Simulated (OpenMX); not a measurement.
Crystal: Al.

```
CELL_PARAMETERS angstrom
0.00000 2.02481 2.02481
2.02481 0.00000 2.02481
2.02481 2.02481 0.00000
ATOMIC_POSITIONS crystal
Al 0.00000 0.00000 0.00000
```

Base run:

- Program: OpenMX 3.8.5
- Functional: LDA
- Potentials or basis: OpenMX 2013 LDA set, Al7.0-s2p2d1, grid cutoff 300 Ry
- k mesh: 11 × 11 × 11
- Occupations: fermi-dirac, width 0.05 eV
- Spin: no spin polarisation

Its results: pressure -4.8 GPa.

Question: After a change of settings the same cell gave: pressure -3.7 GPa. Which change was it?
A. functional from LDA to PBE; potentials or basis from OpenMX 2013 LDA set, Al7.0-s2p2d1, grid cutoff 300 Ry to OpenMX 2013 PBE set, Al7.0-s2p2d1, grid cutoff 300 Ry
B. potentials or basis from OpenMX 2013 LDA set, Al7.0-s2p2d1, grid cutoff 300 Ry to OpenMX 2013 LDA set, Al7.0-s2p1d1, grid cutoff 300 Ry
C. functional from LDA to PBE; potentials or basis from OpenMX 2013 LDA set, Al7.0-s2p2d1, grid cutoff 300 Ry to OpenMX 2013 PBE set, Al7.0-s3p2d2, grid cutoff 300 Ry

Answer: B.

Caveats: the basis of atomic orbitals isn't converged, which shifts pressures, moduli and gaps.

Not every run made on this cell is shown here.
